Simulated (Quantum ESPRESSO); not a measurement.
**Sn: equation of state with PBEsol**

Crystal: Sn.

```
Sn
1.0
    -2.02919    2.02919    1.66076
     2.02919   -2.02919    1.66076
     2.02919    2.02919   -1.66076
Sn
1
Direct
  0.00000 0.00000 0.00000
```

This isn't the form of Sn at room conditions, which is tetragonal (white tin).

- Program: Quantum ESPRESSO 7.5
- Task: equation of state
- Functional: PBEsol
- Potentials or basis: GBRV 1.5 PBEsol
- Cutoff: 925 eV
- Density cutoff: 7401 eV
- k mesh: 10 × 10 × 10
- Occupations: fermi-dirac, width 0.05 eV
- Spin: no spin polarisation

| Item | Value |
| --- | --- |
| Equilibrium volume | 26.30 Å³/atom |
| Bulk modulus at fixed shape and positions | 55 GPa |
| Pressure derivative of the bulk modulus | 5.0 |

Energy against volume, from the lowest point:
```csv
volume (Å³/atom),energy (meV/atom)
25.712,2.34
26.259,0.00
26.806,1.64
27.353,6.74
27.901,14.91
28.448,25.78
28.995,39.04
```

All runs of the series together: 3.6 min on 2 threads of Intel(R) Xeon(R) Processor @ 2.70GHz (shared host).

Caveat: the cell was scaled at fixed shape and fractional positions, which overstates the stiffness of a crystal with free parameters, most of all of layers and chains.
